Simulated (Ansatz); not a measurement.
Geometry optimisation in Ansatz: input, command and trajectory.

```yaml
crystal:
  lattice:
    - [0.0, -4.5592968417, 5.1118930802]
    - [3.9484668883, 2.2796484209, 5.1118930802]
    - [-3.9484668883, 2.2796484209, 5.1118930802]
  atoms:
    - { symbol: Zn, position: [0.5277777778, 0.1944444444, 0.5277777778] }
    - { symbol: Zn, position: [0.1944444444, 0.1944444444, 0.8611111111] }
    - { symbol: Zn, position: [0.5277777778, 0.5277777778, 0.1944444444] }
    - { symbol: Zn, position: [0.8611111111, 0.1944444444, 0.1944444444] }
    - { symbol: Zn, position: [0.1944444444, 0.5277777778, 0.5277777778] }
    - { symbol: Zn, position: [0.5277777778, 0.8611111111, 0.8611111111] }
    - { symbol: Zn, position: [0.8611111111, 0.5277777778, 0.8611111111] }
    - { symbol: Zn, position: [0.1944444444, 0.8611111111, 0.1944444444] }
    - { symbol: Zn, position: [0.8611111111, 0.8611111111, 0.5277777778] }
    - { symbol: Zn, position: [0.8055555556, 0.4722222222, 0.4722222222] }
    - { symbol: Zn, position: [0.4722222222, 0.4722222222, 0.8055555556] }
    - { symbol: Zn, position: [0.8055555556, 0.8055555556, 0.1388888889] }
    - { symbol: Zn, position: [0.1388888889, 0.4722222222, 0.1388888889] }
    - { symbol: Zn, position: [0.4722222222, 0.8055555556, 0.4722222222] }
    - { symbol: Zn, position: [0.8055555556, 0.1388888889, 0.8055555556] }
    - { symbol: Zn, position: [0.1388888889, 0.8055555556, 0.8055555556] }
    - { symbol: Zn, position: [0.4722222222, 0.1388888889, 0.1388888889] }
    - { symbol: Zn, position: [0.1388888889, 0.1388888889, 0.4722222222] }
    - { symbol: H, position: [0.953481947, 0.3227561758, 0.3091071673] }
basis:
  ecutwfc: 420
  xc_grid: 2
kpoints:
  mp_grid: { grid: [4, 4, 4], shift: [0.5, 0.5, 0.5] }
hamiltonian:
  xc: pbe
scf:
  occupations: { method: gaussian, width: 0.1 }
output:
  forces: true
  stress: false
  eigenvalues: true
  write_density: true
  write_potential: true
  elf: true
  volumetric_format: npy
relax:
  adjacent_minimum: "off"
  f_tol: 0.02
  max_steps: 60
```

```bash
ansatz run input.yaml --threads 4 --pin off --max-ram 8192MiB --backend cpu --events-out ev --progress --plain --runs-dir out
```

Level of theory: Ansatz, DFT PBE, scalar-relativistic, plane waves, PAW.

The cell holds a point defect: H interstitial, neutral.

Of 5 frames 5 are shown, positions in Å and forces in eV/Å; the SCF threshold varies from step to step.

```xyz
19
Lattice="0.0000 -4.5593 5.1119 3.9485 2.2796 5.1119 -3.9485 2.2796 5.1119" Properties=species:S:1:pos:R:3:forces:R:3 pbc="T T T" step=1 free_energy_over_end_meV_per_atom=20.85
Zn   -1.3162   -0.7599    6.3899    0.0040    0.0680   -0.0230
Zn   -2.6323    1.5198    6.3899    0.0511    0.0059    0.0008
Zn    1.3162   -0.7599    6.3899    0.0086    0.0746   -0.0310
Zn    0.0000   -3.0395    6.3899   -0.0250   -0.0596   -1.1706
Zn    0.0000    1.5198    6.3899   -0.0018   -0.0076   -0.0009
Zn    0.0000    1.5198   11.5018   -0.0008    0.0031   -0.0738
Zn   -1.3162   -0.7599   11.5018    0.0524   -0.0300   -0.0169
Zn    2.6323    1.5198    6.3899   -0.0466    0.0143    0.0042
Zn    1.3162   -0.7599   11.5018   -0.0306   -0.0377   -0.0058
Zn    0.0000   -1.5198    8.9458   -0.0462    1.3610    0.7537
Zn   -1.3162    0.7599    8.9458    0.0386   -0.0136   -0.0571
Zn    2.6323   -1.5198    8.9458    0.1500    0.0849    0.0399
Zn    1.3162    0.7599    3.8339    0.7155   -0.4863    0.4318
Zn    1.3162    0.7599    8.9458   -0.0441   -0.0292   -0.0556
Zn   -2.6323   -1.5198    8.9458   -0.1154    0.0672    0.0344
Zn    0.0000    3.0395    8.9458   -0.0174   -0.0184   -0.0546
Zn    0.0000   -1.5198    3.8339    0.0014   -0.0800    0.0305
Zn   -1.3162    0.7599    3.8339   -0.6093   -0.3863    0.3439
H     0.0539   -2.9068    8.1041   -0.0846   -0.5301   -0.1497
19
Lattice="0.0000 -4.5593 5.1119 3.9485 2.2796 5.1119 -3.9485 2.2796 5.1119" Properties=species:S:1:pos:R:3:forces:R:3 pbc="T T T" step=2 free_energy_over_end_meV_per_atom=8.80
Zn   -1.3136   -0.7511    6.3827   -0.0040    0.0065    0.0273
Zn   -2.6275    1.5272    6.3887    0.0036    0.0032    0.0385
Zn    1.3194   -0.7505    6.3809    0.0075    0.0080    0.0240
Zn    0.0017   -3.0353    6.2946   -0.0037   -0.0088   -0.5826
Zn    0.0021    1.5245    6.3945   -0.0023   -0.0068    0.0345
Zn    0.0026    1.5265   11.4794   -0.0009   -0.0008   -0.0383
Zn   -1.3110   -0.7555   11.4966    0.0077   -0.0003    0.0295
Zn    2.6322    1.5276    6.3898   -0.0039    0.0056    0.0403
Zn    1.3172   -0.7563   11.4994   -0.0026   -0.0040    0.0345
Zn   -0.0027   -1.4917    8.9977   -0.0123    0.6309    0.4037
Zn   -1.3142    0.7549    8.9358    0.0142   -0.0071   -0.0950
Zn    2.6415   -1.5166    8.9511    0.0488    0.0278   -0.0237
Zn    1.3432    0.7373    3.8874    0.3034   -0.1873    0.2248
Zn    1.3110    0.7532    8.9367   -0.0133   -0.0161   -0.0928
Zn   -2.6408   -1.5180    8.9501   -0.0356    0.0201   -0.0275
Zn   -0.0031    3.0347    8.9378   -0.0077    0.0044   -0.0903
Zn   -0.0009   -1.5263    3.8373   -0.0001   -0.0179   -0.0327
Zn   -1.3482    0.7374    3.8886   -0.2394   -0.1424    0.1754
H     0.0449   -2.9288    8.0960   -0.0596   -0.3151   -0.0496
19
Lattice="0.0000 -4.5593 5.1119 3.9485 2.2796 5.1119 -3.9485 2.2796 5.1119" Properties=species:S:1:pos:R:3:forces:R:3 pbc="T T T" step=3 free_energy_over_end_meV_per_atom=2.07
Zn   -1.3124   -0.7509    6.3993    0.0035   -0.0625    0.0105
Zn   -2.6286    1.5346    6.4115   -0.0478    0.0224    0.0056
Zn    1.3223   -0.7495    6.3961   -0.0077   -0.0649    0.0125
Zn    0.0042   -3.0297    6.1782    0.0043    0.0090   -0.0942
Zn    0.0029    1.5258    6.4300    0.0005    0.0020   -0.0091
Zn    0.0043    1.5305   11.4367    0.0011    0.0006   -0.0696
Zn   -1.3110   -0.7509   11.5149   -0.0547    0.0258    0.0085
Zn    2.6361    1.5355    6.4137    0.0458    0.0186    0.0047
Zn    1.3218   -0.7527   11.5202    0.0460    0.0283    0.0057
Zn   -0.0026   -1.4629    9.0849    0.0116    0.0242    0.1132
Zn   -1.3110    0.7542    8.8785   -0.0177    0.0021   -0.0443
Zn    2.6492   -1.5101    8.9212   -0.0517   -0.0292   -0.0187
Zn    1.3712    0.7225    3.9734   -0.0341    0.0496    0.0638
Zn    1.3092    0.7504    8.8807    0.0208    0.0068   -0.0441
Zn   -2.6438   -1.5130    8.9182    0.0386   -0.0228   -0.0197
Zn   -0.0043    3.0381    8.8839    0.0063    0.0148   -0.0434
Zn    0.0002   -1.5236    3.8025   -0.0007    0.0260   -0.0231
Zn   -1.3773    0.7217    3.9739    0.0592    0.0508    0.0503
H     0.0235   -2.9766    8.1076   -0.0236   -0.1020    0.0917
19
Lattice="0.0000 -4.5593 5.1119 3.9485 2.2796 5.1119 -3.9485 2.2796 5.1119" Properties=species:S:1:pos:R:3:forces:R:3 pbc="T T T" step=4 free_energy_over_end_meV_per_atom=0.20
Zn   -1.3104   -0.7714    6.4175   -0.0098    0.0022    0.0065
Zn   -2.6438    1.5407    6.4199   -0.0026   -0.0130    0.0041
Zn    1.3173   -0.7714    6.4208    0.0080    0.0015    0.0071
Zn    0.0035   -3.0312    6.1750    0.0005    0.0020   -0.0725
Zn    0.0023    1.5250    6.4564    0.0007    0.0013   -0.0159
Zn    0.0031    1.5279   11.2367    0.0006    0.0012    0.0424
Zn   -1.3308   -0.7446   11.5373    0.0054    0.0068    0.0080
Zn    2.6500    1.5408    6.4231    0.0027   -0.0132    0.0042
Zn    1.3374   -0.7453   11.5373   -0.0070    0.0081    0.0075
Zn    0.0010   -1.4501    9.1864    0.0032    0.0022    0.0036
Zn   -1.3188    0.7581    8.8199   -0.0212   -0.0043   -0.0306
Zn    2.6460   -1.5082    8.8796   -0.0145   -0.0072    0.0215
Zn    1.3748    0.7291    4.0636   -0.0068    0.0130   -0.0031
Zn    1.3224    0.7565    8.8214    0.0209   -0.0004   -0.0303
Zn   -2.6405   -1.5087    8.8763    0.0109   -0.0047    0.0221
Zn    0.0004    3.0523    8.8220    0.0035    0.0152   -0.0289
Zn    0.0023   -1.5240    3.7584    0.0004    0.0045    0.0239
Zn   -1.3717    0.7298    4.0570    0.0123    0.0126   -0.0056
H     0.0091   -3.0123    8.2166   -0.0072   -0.0279    0.0360
19
Lattice="0.0000 -4.5593 5.1119 3.9485 2.2796 5.1119 -3.9485 2.2796 5.1119" Properties=species:S:1:pos:R:3:forces:R:3 pbc="T T T" step=5 free_energy_over_end_meV_per_atom=0.00
Zn   -1.3122   -0.7731    6.4205    0.0012   -0.0004    0.0013
Zn   -2.6464    1.5379    6.4206    0.0001    0.0010    0.0012
Zn    1.3179   -0.7733    6.4233   -0.0015   -0.0004    0.0011
Zn    0.0030   -3.0322    6.1477   -0.0001   -0.0005   -0.0139
Zn    0.0027    1.5263    6.4415    0.0000    0.0001    0.0157
Zn    0.0027    1.5264   11.2622    0.0000    0.0002   -0.0106
Zn   -1.3319   -0.7434   11.5394   -0.0011   -0.0011    0.0011
Zn    2.6523    1.5380    6.4234    0.0000    0.0010    0.0012
Zn    1.3376   -0.7435   11.5394    0.0010   -0.0008    0.0012
Zn    0.0025   -1.4446    9.1818    0.0001    0.0095   -0.0038
Zn   -1.3200    0.7622    8.8026    0.0047    0.0033    0.0001
Zn    2.6418   -1.5089    8.8907   -0.0033   -0.0017    0.0016
Zn    1.3771    0.7323    4.0628    0.0085   -0.0048   -0.0031
Zn    1.3250    0.7620    8.8044   -0.0045    0.0035    0.0000
Zn   -2.6365   -1.5087    8.8895    0.0037   -0.0020    0.0018
Zn    0.0024    3.0535    8.8069    0.0003   -0.0056    0.0001
Zn    0.0029   -1.5216    3.7758   -0.0001    0.0050    0.0020
Zn   -1.3712    0.7328    4.0582   -0.0086   -0.0049   -0.0026
H     0.0043   -3.0287    8.2345   -0.0004   -0.0015    0.0055
```

It took 5.4 min on 4 threads of Arm Neoverse V1, on a shared host, peak memory 1.5 GiB.